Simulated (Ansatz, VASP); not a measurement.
# B26P27 (V_B) in two plane-wave programs, part 2 of 2

Aim: how closely do two programs agree when they are given the same cell, functional and k mesh? The structure shown is the start of the Ansatz relaxation below; VASP solves that cell, so the two are compared at the walk's first step.

VASP 6.6.1 and Ansatz 0.2.0.

So far: The structure; Ansatz: relaxation, r2SCAN.

## 3. VASP: single point, r2SCAN, start cell

Level of this step: r2SCAN; plane waves and PAW (B, P) (VASP).

The same cell, functional and mesh now go to VASP, with its own data sets.

Lines of VASP's logs that name or quote its potential files are left out, and so is its time.

The input, INCAR:

```
SYSTEM = B26P27
PREC = Accurate
ENCUT = 460
EDIFF = 1E-06
NELM = 120
ISMEAR = 0
SIGMA = 0.01
LREAL = Auto
ALGO = Normal
METAGGA = R2SCAN
LASPH = .TRUE.
NELECT = 216
NBANDS = 152
LORBIT = 11
LWAVE = .FALSE.
LCHARG = .FALSE.
ISIF = 2
ISYM = 0
GGA_COMPAT = .FALSE.
EFERMI = MIDGAP
LMIXTAU = .TRUE.
KPAR = 4
```

The input, POSCAR:

```
B26P27
1.0
    0.0000000000      6.8045562257      6.8045562257
    6.8045562257      0.0000000000      6.8045562257
    6.8045562257      6.8045562257      0.0000000000
B P
26 27
Direct
    0.9941903632      0.0043722175      0.0005027514
    0.9964931585      0.0055350413      0.3301976537
    0.0017175257      0.9937781394      0.6699644839
    0.0039871814      0.3322544373      0.0025895884
    0.0063338443      0.3313194755      0.3316682125
    0.9993802682      0.3392343194      0.6624702406
    0.9964430450      0.6697835022      0.9962494983
    0.0002715093      0.6724409863      0.3313830359
    0.0014187553      0.6619943830      0.6718188297
    0.3284106892      0.0017259024      0.0048902528
    0.3335620171      0.9952331204      0.3323682581
    0.3357734030      0.9949937955      0.6710869671
    0.3333620040      0.3355935970      0.9940459747
    0.3350912865      0.3366609701      0.3271232430
    0.3386299449      0.3315967163      0.6677664714
    0.3388368651      0.6665367071      0.9994636682
    0.3296439805      0.6723871254      0.3306450745
    0.3286046034      0.6711943216      0.6644100438
    0.6607684397      0.0035739289      0.9997964599
    0.6659061002      0.0062088546      0.3307143663
    0.6645329761      0.9977659087      0.6646725885
    0.6634592103      0.3361712982      0.9959667465
    0.6664175223      0.3303898778      0.3304479272
    0.6612030749      0.6657647244      0.0044215227
    0.6730060489      0.6648061020      0.3306980537
    0.6701653052      0.6605189745      0.6684655618
    0.2547246202      0.2524282177      0.2467355613
    0.2550890818      0.2456919959      0.5850912048
    0.2560289668      0.2492652634      0.9127764242
    0.2438397075      0.5857917648      0.2531055579
    0.2505757824      0.5782275683      0.5885421278
    0.2502939124      0.5858095470      0.9199687375
    0.2561917254      0.9157162926      0.2466661960
    0.2523506961      0.9192563471      0.5770188929
    0.2469683465      0.9223888806      0.9173756220
    0.5874564582      0.2451074610      0.2529106150
    0.5785533794      0.2512272576      0.5816943631
    0.5821772014      0.2450826247      0.9219430764
    0.5845350333      0.5792925166      0.2474076845
    0.5843581665      0.5841681468      0.5874293440
    0.5850042042      0.5859011033      0.9103268155
    0.5886889412      0.9174643861      0.2486178296
    0.5857600948      0.9193035214      0.5770378508
    0.5867913156      0.9204894915      0.9137031562
    0.9201126851      0.2476738297      0.2536874475
    0.9216267442      0.2480446842      0.5785864455
    0.9218847331      0.2449355174      0.9173326361
    0.9148788390      0.5854528007      0.2450253102
    0.9111922651      0.5851316189      0.5878204055
    0.9137581194      0.5818117110      0.9147949247
    0.9217903846      0.9128981074      0.2468104376
    0.9185471165      0.9126879541      0.5803559217
    0.9154004013      0.9220208184      0.9118507209
```

The input, KPOINTS:

```
Points of the shifted mesh
8
Reciprocal
 0.2500000000  0.2500000000  0.2500000000 1
 0.2500000000  0.2500000000  0.7500000000 1
 0.2500000000  0.7500000000  0.2500000000 1
 0.2500000000  0.7500000000  0.7500000000 1
 0.7500000000  0.2500000000  0.2500000000 1
 0.7500000000  0.2500000000  0.7500000000 1
 0.7500000000  0.7500000000  0.2500000000 1
 0.7500000000  0.7500000000  0.7500000000 1
```

PAW data sets: B and P (PBE family, release 64).

The run is started by

```
$ mpirun -np 8 vasp_std
```

Numbers of over 12 decimals in the logs are rounded to 6 here.

Log:

```text
[banner, memory and clock lines left out]
running    8 mpi-ranks, on    1 nodes
[...]
|                                                                             |
|           W    W    AA    RRRRR   N    N  II  N    N   GGGG   !!!           |
|           W    W   A  A   R    R  NN   N  II  NN   N  G    G  !!!           |
|           W    W  A    A  R    R  N N  N  II  N N  N  G       !!!           |
|           W WW W  AAAAAA  RRRRR   N  N N  II  N  N N  G  GGG   !            |
|           WW  WW  A    A  R   R   N   NN  II  N   NN  G    G                |
|           W    W  A    A  R    R  N    N  II  N    N   GGGG   !!!           |
|                                                                             |
|     For optimal performance we recommend to set                             |
|       NCORE = 2 up to number-of-cores-per-socket                            |
|     NCORE specifies how many cores store one orbital (NPAR=cpu/NCORE).      |
|     This setting can greatly improve the performance of VASP for DFT.       |
[...]
DAV:   5    -0.482193797652E+03   -0.32306E-01   -0.32217E-01  2992   0.114E+00BRMIX: very serious problems
 the old and the new charge density differ
 old charge density:   213.00000 new  216.00000
BRMIX: very serious problems
 the old and the new charge density differ
 old charge density:   213.00000 new  216.00000
BRMIX: very serious problems
 the old and the new charge density differ
 old charge density:   213.00000 new  216.00000
BRMIX: very serious problems
 the old and the new charge density differ
 old charge density:   213.00000 new  216.00000
    0.412E+01
DAV:   6    -0.450763612241E+03    0.31430E+02   -0.27543E+01  2784   0.115E+01    0.255E+01
DAV:   7    -0.422327496829E+03    0.28436E+02   -0.71542E+00  3016   0.641E+00    0.555E+00
DAV:   8    -0.427781543732E+03   -0.54540E+01   -0.10547E+01  2616   0.769E+00    0.334E+00
DAV:   9    -0.429773989378E+03   -0.19924E+01   -0.12484E+00  2672   0.310E+00    0.285E+00
[...]
DAV:  17    -0.429802888304E+03    0.11043E-03   -0.66294E-05  2584   0.330E-02    0.178E-02
DAV:  18    -0.429802882319E+03    0.59846E-05   -0.89019E-05  2560   0.365E-02    0.464E-03
DAV:  19    -0.429802881439E+03    0.88039E-06   -0.21020E-06  2200   0.402E-03
   1 F= -.42980288E+03 E0= -.42980288E+03  d E =-.435924E-86
```

From OUTCAR (step 3):

```text
  Total       36.3065881     35.2041103     36.0167266     -0.6701384     -2.2286695      0.1508326
  in kB       92.3137949     89.5106144     91.5767877     -1.7039061     -5.6666558      0.3835098
  external PRESSURE =      91.1337323 kB  Pullay stress =       0.0000000 kB

 POSITION                                       TOTAL-FORCE (eV/Angst)
 -----------------------------------------------------------------------------------
      0.03317      6.76845      6.79478        -1.059936      0.572385      0.027281
      2.28451      9.02754      6.81836        -0.962191      1.195365     -0.150107
     11.32103      4.57050      6.77391        -0.323575     -1.016952      1.572359
      2.27846      0.04475      2.28797        -0.582484     -0.228599     -0.368210
      4.51134      2.29995      2.29758         0.314912      0.368930      0.112696
      6.81616     11.30816      9.10868        -1.339496      0.938023     -0.589647
     11.33662     13.55939     11.33793         0.175729      0.462110      0.309013
      6.83058      2.25676      4.57751        -0.432922     -0.008932     -1.463985
      9.07601      4.58108      4.51423        -0.504468     -0.984073      0.210657
      0.04502      2.26796      2.24643        -0.989251      0.027367      1.120942
      9.03374      4.53136      9.04186         0.531703      0.340649      1.587697
     11.33694      6.85124      9.05528        -0.262534     -0.849879      0.564090
      9.04761      9.03242      4.55195         0.509803      1.371967      0.198148
      4.51676      4.50608      4.57098         0.456248      1.197104     -0.370269
[...]
-----------------------------------------------------------------------------------
    total drift:                               -0.008209      0.010749      0.001166

  FREE ENERGIE OF THE ION-ELECTRON SYSTEM (eV)
  ---------------------------------------------------
  free  energy   TOTEN  =      -429.8028814389 eV

  energy  without entropy=     -429.8028814389  energy(sigma->0) =     -429.80288144

[... 2 further parts left out ...]
```

The cell is charged against a uniform background. The PAW data sets were made with PBE, which is usual practice but a small mismatch for other functionals.

## 4. Comparison

Known differences besides the potentials themselves: VASP keeps PBE cores, Ansatz makes them for the functional; fixed occupations in Ansatz, narrow Gaussian smearing in VASP; the cutoff is 500 eV in Ansatz and 460 eV in VASP (PREC = Accurate, projectors in real space). Total energies have different zeros and are not compared.

Forces on 10 of the 53 atoms, those with the largest forces and the largest differences (eV/Å; atoms numbered as in POSCAR):

```csv
atom,"Ansatz x, y, z","VASP x, y, z"
B3,"-0.329, -1.015, 1.562","-0.324, -1.017, 1.572"
B26,"0.794, -1.800, 0.783","0.784, -1.808, 0.774"
P34,"0.528, 0.564, -1.634","0.516, 0.566, -1.641"
P36,"0.181, -2.029, 1.607","0.182, -2.021, 1.604"
P37,"-0.435, 1.386, 1.113","-0.438, 1.370, 1.095"
P38,"-0.060, -1.133, 0.975","-0.056, -1.113, 0.959"
P40,"-1.238, -0.645, -0.812","-1.218, -0.651, -0.791"
P43,"0.151, 1.510, -1.024","0.155, 1.514, -1.018"
P46,"0.800, -0.081, -0.457","0.782, -0.070, -0.442"
P47,"1.185, -1.574, 0.597","1.179, -1.572, 0.590"
```

The forces differ by 6.4 meV/Å r.m.s., which is 0.8 % of the r.m.s. force of 0.807 eV/Å (both taken over all components). The cell carries a charge of -3 e against a uniform background, so its pressure also hangs on how the neutralising background is counted, and in a defect's cell a gap may be the spacing between its levels.

## 5. Results

```
r.m.s. force difference (single point, r2SCAN, start cell) : 0.79 % of the r.m.s. force
```

What this shows: The r.m.s. force difference is 0.79 % of the r.m.s. force (single point, r2SCAN, start cell), within the 3 % picked in this series as the mark of a large difference. VASP runs on this material, other cells of it included, that failed, so that no pair exists: single point, r2SCAN (timeout). Such differences can come from data sets, numerical settings and the points named under the comparisons, not from the functional's error against experiment.

[Lines on the potential files, build, host, timing and source positions are cut from VASP's logs without a mark.]

[Logs are printed without paths, hosts, clocks, repeated set-up lines and the standing remarks that a program may print on its own settings, such as how far it seeks lower states.]

[Hosts, paths, dates, database ids (printed as entryN), source tags and the programs' standing remarks are cut or masked in the printed files.]
